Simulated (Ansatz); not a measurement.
Here is an Ansatz input file for Al2O3, space group R-3c. Write the same calculation for the Python package.

```yaml
crystal:
  lattice:
    - [2.38025, 1.37423798, 4.33186667]
    - [-2.38025, 1.37423798, 4.33186667]
    - [0.0, -2.74847596, 4.33186667]
  atoms:
    - { symbol: Al, position: [0.35216, 0.35216, 0.35216] }
    - { symbol: Al, position: [0.14784, 0.14784, 0.14784] }
    - { symbol: Al, position: [0.64784, 0.64784, 0.64784] }
    - { symbol: Al, position: [0.85216, 0.85216, 0.85216] }
    - { symbol: O, position: [0.55668, 0.94332, 0.25] }
    - { symbol: O, position: [0.25, 0.55668, 0.94332] }
    - { symbol: O, position: [0.94332, 0.25, 0.55668] }
    - { symbol: O, position: [0.44332, 0.05668, 0.75] }
    - { symbol: O, position: [0.75, 0.44332, 0.05668] }
    - { symbol: O, position: [0.05668, 0.75, 0.44332] }
basis:
  ecutwfc: 462.5935661818
kpoints:
  mp_grid: { grid: [6, 6, 6] }
  band_path:
    path:
      - [0.5, -0.23376, 0.23376]
      - [0.5, 0.0, 0.0]
      - [0.0, 0.0, 0.0]
      - [0.36688, -0.36688, 0.0]
    npoints: 4
hamiltonian:
  xc: pbesol
  dispersion: d3bj
scf:
  n_extra_bands: 8
  occupations: { method: fixed }
```

On the command line:
```console
$ ansatz run input.yaml --threads 1 --pin off --max-ram 3072MiB --backend cpu --events-out ev --progress --plain --runs-dir out
scf.n_extra_bands = 8 over 24 filled bands (N_el = 48.0): the run solves 32 bands
Engine: ansatz 0.2.0, aarch64-unknown-linux-gnu
Pseudopotentials: kind: paw
Pseudopotential: Al, paw, valence charge 3, recommended cutoff 420 eV (normal), Al.paw.azcp
Pseudopotential: O, paw, valence charge 6, recommended cutoff 420 eV (normal), O.paw.azcp
Functional definition: PBEsol
  exchange = pbesol_x
  correlation = pbesol_c
Crystal: 10 atoms, lattice volume = 85.018 Å³
Basis set: ecut = 462.5935661818 eV, 1899 PW (Γ)
Bands: 32, of which v1, the nominal top of the filled ones, is band 24 counted from 1 (23 counted from 0)
Symmetry: 12 space group operations
Space group: R-3c (ITA 167), of the structure as read, at distance tolerance 4.4e-5 Å
k-points: 32 of 216
Non-local potential: Al, projectors of the file, l = 0: 2, l = 1: 2, l = 2: 1
Non-local potential: O, projectors of the file, l = 0: 2, l = 1: 2, l = 2: 1
PAW form: soft (Blöchl's): semilocal exchange-correlation on the pseudo side does not see the compensation charge
PAW frozen core: Al, regenerated for the run's functional, and the local potential with it (the file was generated under x = pbe(κ = 0.804, μ = 0.2195149727645171), c = pbe(β = 0.06672455060314922))
PAW frozen core: O, regenerated for the run's functional, and the local potential with it (the file was generated under x = pbe(κ = 0.804, μ = 0.2195149727645171), c = pbe(β = 0.06672455060314922))
PAW one-centre angular grid: Al, 110 points (default); XC on 64 Gauss nodes
PAW one-centre angular grid: O, 110 points (default); XC on 64 Gauss nodes
Initial density: superposition of atomic densities (neutral atoms: chi_scale 0, normalization atom), corrected by the library's trained network
Initial wavefunctions: pseudopotential atomic-orbital guess
Functional: x = pbesol(κ = 0.804, μ = 0.12345679012345678), c = pbesol(β = 0.046)
SCF iter   1: F=—  HF=-5480.872956 eV  |F-HF|=—  |Δ(HF+E_count)|=         —  Δρ=1.59e-2  dr2=1.64e-1  ethr=1.77e-3  ⟨swp⟩=5.3  Hψ=4191  notcnv=0  defer=177
preconditioner: auto → Resta (q_TF=auto, 2.480 Å⁻¹)  ε∞=3.7  [insulator: Δε(μ)=5.999 eV  Ē_g=16.906 eV  n_scr=20 (ndim 8)  ℏωp=27.9 eV  f_vac=0.000  ε∞_Penn≈3.7]
SCF iter   2: F=—  HF=-5480.823521 eV  |F-HF|=—  |Δ(HF+E_count)|=   4.94e-2  Δρ=2.26e-3  dr2=1.92e-3  ethr=3.41e-4  ⟨swp⟩=2.6  Hψ=1972  notcnv=0  defer=188
SCF iter   3: F=—  HF=-5480.823641 eV  |F-HF|=—  |Δ(HF+E_count)|=   1.20e-4  Δρ=1.21e-3  dr2=6.00e-4  ethr=4.00e-6  ⟨swp⟩=2.1  Hψ=1235  notcnv=0  defer=191
SCF iter   4: F=—  HF=-5480.823684 eV  |F-HF|=—  |Δ(HF+E_count)|=   4.26e-5  Δρ=9.13e-5  dr2=6.00e-6  ethr=1.25e-6  ⟨swp⟩=2.5  Hψ=1552  notcnv=0  defer=191
SCF iter   5: F=—  HF=-5480.823685 eV  |F-HF|=—  |Δ(HF+E_count)|=   1.93e-6  Δρ=1.91e-5  dr2=1.99e-7  ethr=1.25e-8  ⟨swp⟩=2.9  Hψ=1821  notcnv=0  defer=144
SCF iter   6: F=-5480.823686 eV  HF=-5480.823686 eV  |F-HF|=4.37e-9  |Δ(HF+E_count)|=   6.26e-8  Δρ=3.04e-6  dr2=9.84e-9  ethr=2.08e-10  ⟨swp⟩=11.7  Hψ=4438  notcnv=0
SCF 1 converged in 6 iterations: F = -5480.823686 eV  dr2 = 9.84e-9
  greatest PAW one-centre occupation: 0.858 electrons in one spin orbital (limit 2), on the O atom at site 9 (counted from 0), in its partial waves of l = 0
NSCF: frozen V_eff on 13 k-points
SCF converged after 6 iterations
Free energy (F): -5480.823686 eV
Harris-Foulkes:  -5480.823686 eV  (|F-HF|=4.37e-9)
Internal energy: -5480.823686 eV  (E = F + TS)
E sigma→0 (E₀):  -5480.823686 eV
Fermi energy:    7.640735 eV
--- Per-component energies (eV) ---
  E_band       = 61.366558
  E_kinetic    = 1178.675865
  E_local      = -1970.329085  (includes V_loc(G=0)·N_el)
  E_nonlocal   = 327.625381
  E_hartree    = 725.898399
  E_xc         = -605.984767
  E_vxc        = -692.786582  (∫ρ·V_xc dr)
  E_paw        = -2737.331363  (= ΣΔE_a)
  E_vpaw       = -233.626253  (= ΣTr[D̂ρ^β])
  E_aug_tail   = 0.011379  (compensation charges beyond the density's cutoff)
  E_ewald      = -2397.730567
  E_disp       = -1.947211  (pairwise vdW)
  E_core_change = 0.288284  (= ΣΔE_core)
  E_smearing   = -0.000000  (= −TS)
  E_closure    = -0.000000  (closes the sum)
  Σ components = -5480.823686   (vs F -5480.823686, Δ=0.00e0)
--- Band table (eV; the first three rows and the last of 32) ---
  k-point 0: bands = ["-11.5470", "-9.1754", "-8.8911", "-8.8911", "-8.5758", "-8.5758", "0.6733", "1.6863", "2.0329", "2.0329", "3.1721", "3.2422", "3.2422", "4.2598", "4.6551", "6.1987", "6.1987", "6.3272", "6.3272", "7.1349", "7.1349", "7.5967", "7.5967", "7.6407", "13.7539", "16.6307", "18.3093", "19.0220", "19.0220", "19.1917", "19.8437", "19.8437"]
  k-point 1: bands = ["-11.4017", "-9.2491", "-8.9778", "-8.9206", "-8.6447", "-8.5853", "0.8271", "1.4319", "1.8516", "2.5990", "2.6618", "3.1867", "4.1457", "4.8184", "4.9366", "5.7082", "6.0789", "6.2326", "6.4007", "6.7553", "6.9429", "7.2872", "7.5557", "7.5888", "14.3878", "17.1443", "17.8558", "18.7036", "18.7508", "18.9664", "20.0304", "20.0859"]
  k-point 2: bands = ["-10.9885", "-9.7196", "-8.9510", "-8.9245", "-8.7902", "-8.6501", "1.0093", "1.4534", "1.7166", "2.5014", "3.2715", "3.7762", "4.5661", "5.1934", "5.3087", "5.4515", "5.7690", "5.8696", "6.1711", "6.2578", "6.7847", "7.0811", "7.4047", "7.4513", "15.7008", "17.3263", "17.6580", "18.0484", "18.3985", "18.9635", "19.7671", "19.8448"]
  k-point 31: bands = ["-10.5363", "-10.5363", "-8.7537", "-8.7537", "-8.7537", "-8.7537", "1.9931", "1.9931", "3.1384", "3.1384", "3.1384", "3.1384", "3.5316", "3.5316", "5.3456", "5.3456", "5.6098", "5.6098", "5.6098", "5.6098", "7.2541", "7.2541", "7.2541", "7.2541", "16.1951", "16.1951", "18.5835", "18.5835", "20.0435", "20.0435", "20.1968", "20.1968"]
```

`bands_al2o3.py`:
```python
import warnings

import ansatz as az
import numpy as np


def main() -> None:
    warnings.simplefilter("ignore", az.DeckWarning)

    system = (
        az.Lattice.of((2.38025, 1.37423798, 4.33186667), (-2.38025, 1.37423798, 4.33186667), (0.0, -2.74847596, 4.33186667))
        .atom("Al", (0.35216, 0.35216, 0.35216))
        .atom("Al", (0.14784, 0.14784, 0.14784))
        .atom("Al", (0.64784, 0.64784, 0.64784))
        .atom("Al", (0.85216, 0.85216, 0.85216))
        .atom("O", (0.55668, 0.94332, 0.25))
        .atom("O", (0.25, 0.55668, 0.94332))
        .atom("O", (0.94332, 0.25, 0.55668))
        .atom("O", (0.44332, 0.05668, 0.75))
        .atom("O", (0.75, 0.44332, 0.05668))
        .atom("O", (0.05668, 0.75, 0.44332))
    )

    path = [
        ("H_0", (0.5, -0.23376, 0.23376)),
        ("L", (0.5, 0.0, 0.0)),
        ("G", (0.0, 0.0, 0.0)),
        ("S_0", (0.36688, -0.36688, 0.0)),
    ]
    base = (
        system.calculation()
        .kpoints(6, 6, 6)
        .basis(17 * az.Ha)
        .occupations("fixed")
        .functional("pbesol", dispersion="d3bj")
        .band_structure([point for _, point in path], intervals=4)
        .scf(extra_bands=8)
    )
    result = base.run()
    summary = result.report

    energy = summary["free_energy_ev"]
    print("F of the Al2O3 cell: {:.6f} eV = {:.6f} Ry = {:.6f} Ha".format(energy, energy / 13.605693, energy / 27.211386))
    print("Fermi level {:.4f} eV, {} k-points, {} symmetry operations".format(summary["fermi_energy_ev"], summary["n_kpoints"], summary["n_symmetry_ops"]))

    bands = result.band_structure()
    fermi = bands.fermi_energy_ev
    print(f"zero of the bands: {fermi:.3f} eV, the Fermi level found on the SCF mesh")
    levels = bands.channels[0].eigenvalues_ev - fermi
    filled = round(summary["n_electrons"]) // 2
    valence, conduction = levels[:, filled - 1], levels[:, filled]
    print("k (fractions)              top valence  bottom conduction (eV)")
    for k, lo, hi in zip(bands.kpoints_frac, valence, conduction):
        print(f"{k[0]:7.3f} {k[1]:7.3f} {k[2]:7.3f} {lo:12.3f} {hi:13.3f}")
    print(f"on this path: least direct gap {np.min(conduction - valence):.3f} eV, least gap {conduction.min() - valence.max():.3f} eV")


if __name__ == "__main__":
    main()
```

```console
$ python bands_al2o3.py
F of the Al2O3 cell: -5480.823686 eV = -402.833114 Ry = -201.416557 Ha
Fermi level 7.6407 eV, 32 k-points, 12 symmetry operations
zero of the bands: 7.641 eV, the Fermi level found on the SCF mesh
k (fractions)              top valence  bottom conduction (eV)
  0.500  -0.234   0.234       -0.515         9.574
  0.500  -0.175   0.175       -0.381         9.301
  0.500  -0.117   0.117       -0.322         9.246
  0.500  -0.058   0.058       -0.291         9.305
  0.500   0.000  -0.000       -0.279         9.337
  0.375   0.000  -0.000       -0.223         8.405
  0.250   0.000  -0.000       -0.115         7.372
  0.125   0.000   0.000       -0.030         6.489
  0.000   0.000   0.000        0.000         6.113
  0.092  -0.092   0.000       -0.022         6.648
  0.183  -0.183   0.000       -0.087         7.787
  0.275  -0.275   0.000       -0.212         8.891
  0.367  -0.367   0.000       -0.290         9.393
on this path: least direct gap 6.113 eV, least gap 6.113 eV
```

Notes:
- Absolute energies stand on the zero of these potentials, so only differences at equal settings mean something. A total without «per atom» is that of the cell as typed.
- Semilocal gaps usually lie well under measured ones.
- With fixed filling the reported Fermi level is the top filled level among the k-points of the SCF.
- Only differences from the Fermi energy are physical; the zero of the scale is a convention.
- The structure is a deposited one; some such entries were measured under pressure or heat, so a shift against it needn't be the functional's error alone.
- Levels are Kohn-Sham eigenvalues on this mesh.
- Timing: 6.3 s on 1 thread of Arm Neoverse V2, on a shared host, peak memory 0.41 GiB.

(Lines on the test bed's own set-up are left out of the output.)
